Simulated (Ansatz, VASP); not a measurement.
## TaN in VASP and in Ansatz

```
Ta N
1.0
     2.92177    0.00000    0.00000
    -1.46088    2.53033    0.00000
     0.00000    0.00000    5.91652
Ta N
2 2
Direct
  0.00000 0.00000 0.50000
  0.00000 0.00000 0.00000
  0.33333 0.66667 0.25000
  0.66667 0.33333 0.75000
```

The cell comes from a database or a generator and needn't be the stable form of this composition.

Alike in both runs: task band structure; functional r2SCAN; k mesh 7 × 7 × 4; occupations fermi-dirac, width 0.05 eV; spin-orbit coupling, no magnetisation.

```csv
,VASP,Ansatz
version,VASP 6.6.1,Ansatz 0.2.0
potentials or method,"VASP PAW PBE potentials, release 64 (Ta_pv, N)",Ansatz PAW
plane-wave cutoff (eV),520,500
valence electrons in the cell,32,36
```

VASP gave:

```
gap on the k mesh at the Fermi level (eV)       : none
pressure (GPa)                                  : -3.9
largest component of the traceless stress (GPa) : 1.60
```

Task: Estimate Ansatz's values.

Result: gap on the k mesh at the Fermi level (eV): none; pressure (GPa): -6.2; largest component of the traceless stress (GPa): 1.40.

A gap of «none» marks a metal or a gap that the smearing closes. The two sets of potentials don't hold the same shells in valence.

Caveats: the PAW data sets were made with another functional, which shifts forces and pressure a little (VASP); the PAW data sets come from PBE, with cores solved anew for the run's functional, which leaves a small shift of forces and pressure (Ansatz).
